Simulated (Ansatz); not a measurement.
The system is AlRu.

```xyz
2
Lattice="2.9916 0.0000 0.0000 0.0000 2.9916 0.0000 0.0000 0.0000 2.9916" Properties=species:S:1:pos:R:3 pbc="T T T"
Ru    1.4958    1.4958    1.4958
Al    0.0000    0.0000    0.0000
```

Below is the output of Ansatz 0.2.0 for this cell. Logs are shortened: lines on timing, memory, paths and dates and some standing lists are left out, and cuts for length are marked.

```text
Warning: RAYON_NUM_THREADS=2 ignored (pool sized by the plan → 2); use --threads N
Ru: projections on atomic orbitals take those of the free atom [Ar 3d10] 4s2 4p6 4d7 5s1, of charge +0.00 (hamiltonian.pseudopotentials.projection_atoms); the dataset's partial waves leave at most 8.1e-6 of an orbital's norm unspanned inside its sphere
Al: projections on atomic orbitals take those of the free atom [Ne] 3s2 3p1, of charge +0.00 (hamiltonian.pseudopotentials.projection_atoms); the dataset's partial waves leave at most 3.3e-8 of an orbital's norm unspanned inside its sphere
scf.n_extra_bands = 6 over 10 filled bands (N_el = 19.0): the run solves 16 bands
Engine: ansatz 0.2.0, aarch64-unknown-linux-gnu
Pseudopotentials: kind: paw
Pseudopotential: Ru, paw, valence charge 16, recommended cutoff 420 eV (normal), Ru.paw.azcp
Pseudopotential: Al, paw, valence charge 3, recommended cutoff 420 eV (normal), Al.paw.azcp
Functional definition: SPW92
  exchange = slater_x
  correlation = pw_c
Crystal: 2 atoms, lattice volume = 26.774 Å³
Basis set: ecut = 420 eV, 485 PW (Γ)
Bands: 16, of which v1, the nominal top of the filled ones, is band 10 counted from 1 (9 counted from 0)
Symmetry: 48 space group operations
Space group: Pm-3m (ITA 221), of the structure as read, at distance tolerance 3.0e-5 Å
k-points: 35 of 729
Non-local potential: Ru, projectors of the file, l = 0: 3, l = 1: 2, l = 2: 2, l = 3: 1
Non-local potential: Al, projectors of the file, l = 0: 2, l = 1: 2, l = 2: 1
PAW form: soft (Blöchl's): semilocal exchange-correlation on the pseudo side does not see the compensation charge
PAW frozen core: Ru, regenerated for the run's functional, and the local potential with it (the file was generated under x = pbe(κ = 0.804, μ = 0.2195149727645171), c = pbe(β = 0.06672455060314922))
PAW frozen core: Al, regenerated for the run's functional, and the local potential with it (the file was generated under x = pbe(κ = 0.804, μ = 0.2195149727645171), c = pbe(β = 0.06672455060314922))
PAW one-centre angular grid: Ru, 590 points (default); XC on 64 Gauss nodes
PAW one-centre angular grid: Al, 110 points (default); XC on 64 Gauss nodes
Initial density: superposition of atomic densities (chi_scale 0.1, normalization cell, long waves kept (reshape's long-wave potential 0.00 eV rms))
Initial wavefunctions: pseudopotential atomic-orbital guess
Functional: x = slater, c = lda
SCF iter   1: F=—  HF=-6268.469143 eV  |F-HF|=—  |Δ(HF+E_count)|=         —  Δρ=9.09e-2  dr2=2.38e0  ethr=3.10e-3  ⟨swp⟩=5.3  Hψ=2856  notcnv=0  defer=3
preconditioner: auto → none  [metal: Δε(μ)=0.040 eV  Ē_g=11.188 eV  σ=0.050 eV  W_gap=0.19  n_scr=6 (ndim 8)  ℏωp=23.8 eV  f_vac=0.000  D(μ)=1.24/eV (n_scr^D=6)  sad-step TF]
SCF iter   2: F=—  HF=-6267.998974 eV  |F-HF|=—  |Δ(HF+E_count)|=   4.70e-1  Δρ=2.77e-2  dr2=1.14e-1  ethr=3.10e-3  ⟨swp⟩=2.7  Hψ=1285  notcnv=0  defer=60
SCF iter   3: F=—  HF=-6268.065394 eV  |F-HF|=—  |Δ(HF+E_count)|=   6.64e-2  Δρ=1.57e-2  dr2=2.64e-2  ethr=5.98e-4  ⟨swp⟩=2.0  Hψ=744  notcnv=0  defer=60
SCF iter   4: F=—  HF=-6268.114969 eV  |F-HF|=—  |Δ(HF+E_count)|=   4.96e-2  Δρ=4.20e-3  dr2=1.01e-3  ethr=1.39e-4  ⟨swp⟩=2.3  Hψ=896  notcnv=0  defer=60
SCF iter   5: F=—  HF=-6268.120911 eV  |F-HF|=—  |Δ(HF+E_count)|=   5.94e-3  Δρ=1.74e-3  dr2=9.95e-4  ethr=5.29e-6  ⟨swp⟩=2.8  Hψ=1108  notcnv=0  defer=59
SCF iter   6: F=—  HF=-6268.121005 eV  |F-HF|=—  |Δ(HF+E_count)|=   9.36e-5  Δρ=1.01e-4  dr2=1.65e-6  ethr=5.24e-6  ⟨swp⟩=2.0  Hψ=654  notcnv=0  defer=59
SCF iter   7: F=—  HF=-6268.121005 eV  |F-HF|=—  |Δ(HF+E_count)|=   4.42e-7  Δρ=2.61e-5  dr2=1.62e-7  ethr=5.26e-10  ⟨swp⟩=12.2  Hψ=4170  notcnv=0
SCF iter   8: F=-6268.121005 eV  HF=-6268.121005 eV  |F-HF|=5.08e-10  |Δ(HF+E_count)|=   1.00e-8  Δρ=4.09e-6  dr2=2.51e-9  ethr=5.26e-10  ⟨swp⟩=6.9  Hψ=2485  notcnv=0
SCF 1 converged in 8 iterations: F = -6268.121005 eV  dr2 = 2.51e-9
  greatest PAW one-centre occupation: 1.000 electrons in one spin orbital (limit 2), on the Ru atom at site 0 (counted from 0), in its partial waves of l = 0
NSCF: frozen V_eff on 120 k-points
SCF converged after 8 iterations
Free energy (F): -6268.121005 eV
Harris-Foulkes:  -6268.121005 eV  (|F-HF|=5.08e-10)
Internal energy: -6268.110319 eV  (E = F + TS)
E sigma→0 (E₀):  -6268.115662 eV
Entropy (-TS):   -0.010686 eV (-5.343 meV/atom)
Fermi energy:    15.080069 eV
--- Per-component energies (eV) ---
  E_band       = -124.861250
  E_kinetic    = 547.132370
  E_local      = -1819.586592  (includes V_loc(G=0)·N_el)
  E_nonlocal   = 362.741153
  E_hartree    = 649.635896
  E_xc         = -231.076470
  E_vxc        = -271.110117  (∫ρ·V_xc dr)
  E_hubbard    = 4.044536  (on-site DFT+U / exact-exchange correction)
  E_vhub       = -11.404951  (the Hubbard potential's part of the band-sum identity)
  E_paw        = -3786.804614  (= ΣΔE_a)
  E_vpaw       = -231.902499  (= ΣTr[D̂ρ^β])
  E_aug_tail   = -0.000224  (compensation charges beyond the density's cutoff)
  E_ewald      = -1994.823776
  E_core_change = 0.627401  (= ΣΔE_core)
  E_smearing   = -0.010686  (= −TS)
  E_closure    = -0.000000  (closes the sum)
  Σ components = -6268.121005   (vs F -6268.121005, Δ=0.00e0)
--- Forces (eV/Å), atoms counted from 1 ---
  atom   1  Ru     0.00000000     0.00000000     0.00000000
  atom   2  Al    -0.00000000     0.00000000    -0.00000000
  max |Σ_I F_I| component: 4.81e-29 eV/Å
--- Stress (GPa, compression-positive) ---
      -10.936414       0.000000      -0.000000
        0.000000     -10.936414       0.000000
        0.000000       0.000000     -10.936414
  P = ⅓ Tr σ = -10.9364 GPa (-109.364 kbar)
--- Band table (eV; the first three rows and the last of 35) ---
  k-point 0: bands = ["-54.9046", "-24.9643", "-24.9643", "-24.9643", "6.1178", "11.8779", "11.8779", "14.8744", "14.8744", "14.8744", "21.7734", "21.7734", "21.7734", "26.8433", "26.8433", "30.6922"]
  k-point 1: bands = ["-54.9027", "-24.9910", "-24.9621", "-24.9621", "6.3533", "11.9655", "11.9681", "14.5996", "14.5996", "14.9054", "20.7886", "22.2232", "22.2232", "26.3054", "27.5682", "31.4529"]
  k-point 2: bands = ["-54.8979", "-25.0579", "-24.9565", "-24.9565", "7.0330", "12.0690", "12.2001", "14.0047", "14.0047", "14.9850", "19.2122", "23.3494", "23.3494", "25.1229", "28.3975", "32.5986"]
  k-point 34: bands = ["-54.8574", "-25.1292", "-25.1289", "-25.1289", "10.0595", "10.2659", "10.2659", "16.8666", "16.8666", "18.3961", "18.9120", "20.3393", "20.3393", "24.4566", "24.4566", "24.8595"]
Occupation matrices written to <dir>
```

Write the input and the command behind it.

Density of states with LDA+U, no spin polarisation. The files as run (others can give the same):

input.yaml
```yaml
crystal:
  lattice:
    - [2.9916, 0.0, 0.0]
    - [0.0, 2.9916, 0.0]
    - [0.0, 0.0, 2.9916]
  atoms:
    - { symbol: Ru, position: [0.5, 0.5, 0.5] }
    - { symbol: Al, position: [0.0, 0.0, 0.0] }
hamiltonian:
  xc: lda
  pseudopotentials: { kind: paw }
  hubbard: { sites: [{ species: Ru, l: d, u_eff: 5.0 }] }
kpoints:
  mp_grid: { grid: [9, 9, 9] }
scf:
  occupations: { method: fermi_dirac, width: 0.05 }
  n_extra_bands: 6
output:
  forces: true
  stress: true
  eigenvalues: true
  dos: { projected: false, de: 0.05, nscf_kmesh: { grid: [14, 14, 14] } }
  write_density: true
  write_potential: true
  elf: true
  volumetric_format: npy
```

Potentials or basis: Ansatz PAW.
Run with:
```bash
$ ansatz run input.yaml --threads 2 --pin off --max-ram 5632MiB --backend cpu --events-out ev --progress --plain --runs-dir out
```

Caveat: U without spin polarisation on a metal has little footing; the PAW data sets come from PBE, with cores solved anew for the run's functional, which leaves a small shift of forces and pressure; the U is typed as a test and isn't derived for this compound.
